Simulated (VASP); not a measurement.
# Ba (Fm-3m) in VASP: settings compared, part 2 of 2

VASP 6.6.1. The steps go on from the part before.

**3. Single point, PBEsol**

File INCAR:

```
PREC     = Accurate       # precision mode
ENCUT    = 520            # plane-wave cutoff, eV
EDIFF    = 1E-6           # SCF threshold, eV
ISMEAR   = -1             # smearing method
SIGMA    = 0.05           # smearing width, eV
LREAL    = F              # projectors in reciprocal space
LASPH    = T              # aspherical terms in the spheres
NELM     = 100            # most SCF steps
ALGO     = Normal         # electronic algorithm
ISIF     = 2              # what is computed and relaxed
LWAVE    = F              # write WAVECAR
LCHARG   = T              # write CHGCAR
GGA      = PS             # functional
LELF     = T              # ELF
LVHAR    = T            
NBANDS   = 11             # bands
```

File KPOINTS:

```
regular mesh
0
Gamma
  9 9 9
```

File POSCAR:

```
Ba
1.0
    0.0000000000      3.2326650028      3.2326650028
    3.2326650028      0.0000000000      3.2326650028
    3.2326650028      3.2326650028      0.0000000000
Ba
1
Direct
    0.0000000000      0.0000000000      0.0000000000
```

Potentials or basis: VASP PAW PBE potentials, release 64 (Ba_sv).

The run is started by

```
> cat potpaw_PBE.64/Ba_sv/POTCAR > POTCAR
> mpirun -np 1 vasp_std > vasp.out
```

OUTCAR:

```text
PREC = Accurate
   ENCUT = 520
   EDIFF = 1E-6
   ISMEAR = -1
   LREAL = F
   LASPH = T
   NELM = 100
   ISIF = 2
   GGA = PS

 ion  position               nearest neighbor table
   1  0.000  0.000  0.000-

  LATTYP: Found a face centered cubic cell.
 ALAT       =     6.4653300056

  Lattice vectors:

 A1 = (   0.0000000000,   3.2326650028,   3.2326650028)
 A2 = (   3.2326650028,   0.0000000000,   3.2326650028)
 A3 = (   3.2326650028,   3.2326650028,   0.0000000000)

Analysis of symmetry for initial positions (statically):
=====================================================================
 Subroutine PRICEL returns:
 Original cell was already a primitive cell.

 Routine SETGRP: Setting up the symmetry group for a
 face centered cubic supercell.

 Subroutine GETGRP returns: Found 48 space group operations
 (whereof 48 operations were pure point group operations)
 out of a pool of 48 trial point group operations.

The static configuration has the point symmetry O_h .

Analysis of symmetry for dynamics (positions and initial velocities):
=====================================================================
 Subroutine PRICEL returns:
 Original cell was already a primitive cell.

 Routine SETGRP: Setting up the symmetry group for a
 face centered cubic supercell.

 Subroutine GETGRP returns: Found 48 space group operations
 (whereof 48 operations were pure point group operations)
 out of a pool of 48 trial point group operations.

The dynamic configuration has the point symmetry O_h .

 Subroutine INISYM returns: Found 48 space group operations
 (whereof 48 operations are pure point group operations),
 and found     1 'primitive' translations

----------------------------------------------------------------------------------------

                                     Primitive cell

[... 106 lines left out ...]
   IMIX   =      4    mixing-type and parameters
     AMIX     =   0.40;   BMIX     =  1.00
     AMIX_MAG =   1.60;   BMIX_MAG =  1.00
  volume/ion in A,a.u.               =      67.56       455.94
  Fermi-wavevector in a.u.,A,eV,Ry     =   0.865973  1.636451 10.203124  0.749908
  Thomas-Fermi vector in A             =   1.984294
   LORBIT       =      0    0 simple, 1 ext, 2 COOP (PROOUT), +10 PAW based schemes
   GGA     = PS    functional components
   LHFCALC =     F    Hartree Fock is set to
   AEXX    =    0.0000 exact exchange contribution
   IVDW    =     0    specifies the selected vdW correction
   LEPSILON=     F    determine dielectric tensor
   LRPA    =     F    only Hartree local field effects (RPA)
 non-spin polarized calculation
  energy-cutoff  :      520.00
  volume of cell :       67.56
 maximum number of plane-waves:      1853
 NGX is ok and might be reduce to    36
   NGX = 17   NGY = 17   NGZ = 17

 number of electron      10.0000000 magnetization

 Free energy of the ion-electron system (eV)
  ---------------------------------------------------
  ext. energy  EPLUGINS =         0.00000000
  ---------------------------------------------------
  free energy    TOTEN  =        -2.10859190 eV

  energy without entropy =       -2.09180983  energy(sigma->0) =       -2.10020087

 E-fermi :   1.3933     XC(G=0):  -7.2808

 val. band max:        1.3770232527   @ k =  -0.3333   0.3333   0.0000
 cond. band min:       1.4231320987   @ k =  -0.4444   0.4444   0.1111
 fundamental gap:      0.0461088460
 Fermi energy:         1.3933488019

 k-point     1 :       0.0000    0.0000    0.0000
  band No.  band energies     occupation
      1     -27.6435      2.00000
      2     -12.6138      2.00000
      3     -12.6138      2.00000
      4     -12.6138      2.00000
      5      -1.4142      2.00000
      6       3.0435      0.00000
      7       3.0435      0.00000
      8       3.0435      0.00000
      9       4.4946      0.00000
     10       4.4946      0.00000
     11       7.1938      0.00000
[... 309 lines left out ...]
 k-point    24 :       0.4444    0.4444    0.0000
  band No.  band energies     occupation
      1     -27.6056      2.00000
      2     -12.9507      2.00000
      3     -12.7431      2.00000
      4     -12.7431      2.00000
      5       0.6015      2.00000
      6       1.2664      1.85355
      7       3.0277      0.00000
      8       5.5323      0.00000
      9       5.5323      0.00000
     10       5.5686      0.00000
     11       7.1099      0.00000

 [... further k-points ...]
[... 5 lines left out ...]
  --------------------------------------------------------------------------------------
  -------------------------------------------------------------------------------------
  Total       -0.4237597     -0.4237597     -0.4237597     -0.0000000      0.0000000      0.0000000
  in kB      -10.0488900    -10.0488900    -10.0488900     -0.0000000      0.0000000      0.0000000
  external PRESSURE =     -10.0488900 kB  Pullay stress =       0.0000000 kB

 VOLUME and BASIS-vectors are now :
 -----------------------------------------------------------------------------
  energy-cutoff  :      520.00
  volume of cell :       67.56
      direct lattice vectors                 reciprocal lattice vectors
     0.000000000  3.232665003  3.232665003    -0.154671146  0.154671146  0.154671146
     3.232665003  0.000000000  3.232665003     0.154671146 -0.154671146  0.154671146
     3.232665003  3.232665003  0.000000000     0.154671146  0.154671146 -0.154671146

 POSITION                                       TOTAL-FORCE (eV/Angst)
 -----------------------------------------------------------------------------------
      0.00000      0.00000      0.00000        -0.000000      0.000000     -0.000000
 -----------------------------------------------------------------------------------
    total drift:                               -0.000000      0.000000      0.000000

  FREE ENERGIE OF THE ION-ELECTRON SYSTEM (eV)
  ---------------------------------------------------
  free  energy   TOTEN  =        -2.1085918985 eV

  energy  without entropy=       -2.0918098339  energy(sigma->0) =       -2.10020087
```

OSZICAR:

```text
N       E                     dE             d eps       ncg     rms          rms(c)
DAV:   1     0.547567754860E+02    0.54757E+02   -0.41318E+03   770   0.744E+02
DAV:   2     0.465753400406E+00   -0.54291E+02   -0.52940E+02   953   0.136E+02
DAV:   3    -0.202956571897E+01   -0.24953E+01   -0.24815E+01   971   0.310E+01
DAV:   4    -0.210772178206E+01   -0.78156E-01   -0.78036E-01  1017   0.485E+00
DAV:   5    -0.210991051520E+01   -0.21887E-02   -0.21886E-02  1013   0.618E-01    0.145E+00
DAV:   6    -0.210911821610E+01    0.79230E-03   -0.27285E-03   922   0.491E-01    0.859E-01
DAV:   7    -0.210856165510E+01    0.55656E-03   -0.44894E-03   860   0.683E-01    0.385E-02
DAV:   8    -0.210858923369E+01   -0.27579E-04   -0.19317E-04  1230   0.805E-02    0.160E-02
DAV:   9    -0.210859160759E+01   -0.23739E-05   -0.22027E-06   893   0.139E-02    0.492E-03
DAV:  10    -0.210859189850E+01   -0.29091E-06   -0.24099E-06   851   0.103E-02
   1 F= -.21085919E+01 E0= -.21002009E+01  d E =-.167821E-01
```

stdout:

```text
POSCAR found type information on POSCAR Ba
 POSCAR found :  1 types and       1 ions
 scaLAPACK will be used
 -----------------------------------------------------------------------------
|                                                                             |
|                                                                             |
|     You enforced a specific xc type in the INCAR file but a different       |
|     I HOPE YOU KNOW WHAT YOU ARE DOING!                                     |
|                                                                             |
 -----------------------------------------------------------------------------

 LDA part: xc-table for (Slater+PW92), standard interpolation
 POSCAR, INCAR and KPOINTS ok, starting setup
 FFT: planning ... GRIDC
 FFT: planning ... GRID_SOFT
 FFT: planning ... GRID
 WAVECAR not read
 entering main loop
```

Wall time 17 s (1 thread of Intel Xeon Platinum 8375C at 2.90GHz (Ice Lake), shared host); peak memory 0.2 GiB.

Results:

```yaml
Free_energy: -2.1086 eV
Pressure: -1.0 GPa
Band_gap_on_the_k_mesh: none (metal or under the smearing width)
```

Caveat: the PAW data sets were made with another functional, which shifts forces and pressure a little. The run has no spin-orbit coupling, so splittings on Ba are missing.

**4. Single point, PBE**

File INCAR:

```
SYSTEM = Ba
ALGO = Normal
EDIFF = 1E-6
ENCUT = 520
GGA = PE
ISIF = 2
ISMEAR = -1
LASPH = .TRUE.
LCHARG = .FALSE.
LREAL = .FALSE.
LWAVE = .FALSE.
NBANDS = 11
NELM = 60
PREC = Accurate
SIGMA = 0.05
```

File KPOINTS:

```
k-points
0
G
  9 9 9
  0 0 0
```

POSCAR is that of step 3.

Potentials or basis: VASP PAW PBE potentials, release 64 (Ba_sv).

The run is started by

```
> cat potpaw_PBE.64/Ba_sv/POTCAR > POTCAR
> mpirun -np 1 vasp_std > vasp.out
```

OUTCAR:

```text
SYSTEM = Ba
   EDIFF = 1E-6
   ENCUT = 520
   GGA = PE
   ISIF = 2
   ISMEAR = -1
   LASPH = .TRUE.
   LREAL = .FALSE.
   NELM = 60
   PREC = Accurate

 ion  position               nearest neighbor table
   1  0.000  0.000  0.000-

  LATTYP: Found a face centered cubic cell.
 ALAT       =     6.4653300056

  Lattice vectors:

 A1 = (   0.0000000000,   3.2326650028,   3.2326650028)
 A2 = (   3.2326650028,   0.0000000000,   3.2326650028)
 A3 = (   3.2326650028,   3.2326650028,   0.0000000000)

Analysis of symmetry for initial positions (statically):
[... 508 lines left out ...]
      6       1.3803      1.84519
      7       3.1384      0.00000
      8       5.6322      0.00000
      9       5.6322      0.00000
     10       5.6615      0.00000
     11       7.2215      0.00000

 [... further k-points ...]
[... 5 lines left out ...]
  --------------------------------------------------------------------------------------
  -------------------------------------------------------------------------------------
  Total       -0.1668529     -0.1668529     -0.1668529     -0.0000000     -0.0000000     -0.0000000
  in kB       -3.9566909     -3.9566909     -3.9566909     -0.0000000     -0.0000000     -0.0000000
  external PRESSURE =      -3.9566909 kB  Pullay stress =       0.0000000 kB

 VOLUME and BASIS-vectors are now :
 -----------------------------------------------------------------------------
  energy-cutoff  :      520.00
  volume of cell :       67.56
      direct lattice vectors                 reciprocal lattice vectors
     0.000000000  3.232665003  3.232665003    -0.154671146  0.154671146  0.154671146
     3.232665003  0.000000000  3.232665003     0.154671146 -0.154671146  0.154671146
     3.232665003  3.232665003  0.000000000     0.154671146  0.154671146 -0.154671146

 POSITION                                       TOTAL-FORCE (eV/Angst)
 -----------------------------------------------------------------------------------
      0.00000      0.00000      0.00000        -0.000000      0.000000     -0.000000
 -----------------------------------------------------------------------------------
    total drift:                               -0.000000      0.000000      0.000000

  FREE ENERGIE OF THE ION-ELECTRON SYSTEM (eV)
  ---------------------------------------------------
  free  energy   TOTEN  =        -1.8927189252 eV

  energy  without entropy=       -1.8758103413  energy(sigma->0) =       -1.88426463
```

Run time: 17 s. Hardware: 1 thread of Intel Xeon Platinum 8375C at 2.90GHz (Ice Lake), shared host; peak memory 0.2 GiB.

What came out:

* Free energy: -1.8927 eV
* Pressure: -0.4 GPa
* Band gap on the k mesh: none (metal or under the smearing width)

Levels at points of the mesh, in eV from the Fermi level:
```csv
k point,band 3,band 4,band 5,band 6,band 7,band 8
"(0.00, 0.00, 0.00)",-14.06,-14.06,-2.80,1.65,1.65,1.65
```

The run has no spin-orbit coupling, so splittings on Ba are missing.

**5. Summary**

| level | cell | gap on the mesh (eV) | pressure (GPa) |
| --- | --- | --- | --- |
| PBE | functional pbe, volume scaled by 0.96 | none | -0.1 |
| PBEsol | as given | none | -1.0 |
| PBE | as given | none | -0.4 |

Alike in all rows: task single point; potentials or basis VASP PAW PBE potentials, release 64 (Ba_sv); no spin polarisation; k mesh 9 × 9 × 9; cutoff (eV) 520; smearing fermi-dirac 0.05 eV.

Caveats: the PAW data sets were made with another functional, which shifts forces and pressure a little (some runs).

Absolute energies hang on the potentials; compare differences alone.
